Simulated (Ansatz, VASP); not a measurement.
**In in VASP and in Ansatz**

```xyz
4
Lattice="3.3902 0.0000 0.0000 0.0000 4.7845 0.0000 0.0000 0.0000 20.0853" Properties=species:S:1:pos:R:3 pbc="T T T"
In    1.6951    2.3923    7.5000
In    0.0000    0.0000    9.1951
In    1.6951    2.3923   10.8902
In    0.0000    0.0000   12.5853
```

Alike in both runs: task single point; functional PBE; k mesh 10 × 7 × 1; occupations gaussian, width 0.1 eV; no spin polarisation.

|  | VASP | Ansatz |
| --- | --- | --- |
| version | VASP 6.6.1 | Ansatz 0.2.0 |
| potentials or method | VASP PAW PBE potentials, release 64 (In_d) | scalar-relativistic, plane waves, PAW |
| plane-wave cutoff (eV) | 520 | 420 |
| valence electrons in the cell | 52 | 52 |

```tsv
	VASP	Ansatz	Ansatz less VASP
gap on the k mesh at the Fermi level (eV)	none	none	-
rms of the force components (eV/Å)	0.070	0.070	+0.0001
```

Atom by atom the forces differ by 0.000 eV/Å (rms over components). A gap of «none» marks a metal or a gap that the smearing closes. The functional is the same, so the differences come from potentials, cutoffs and numerics.
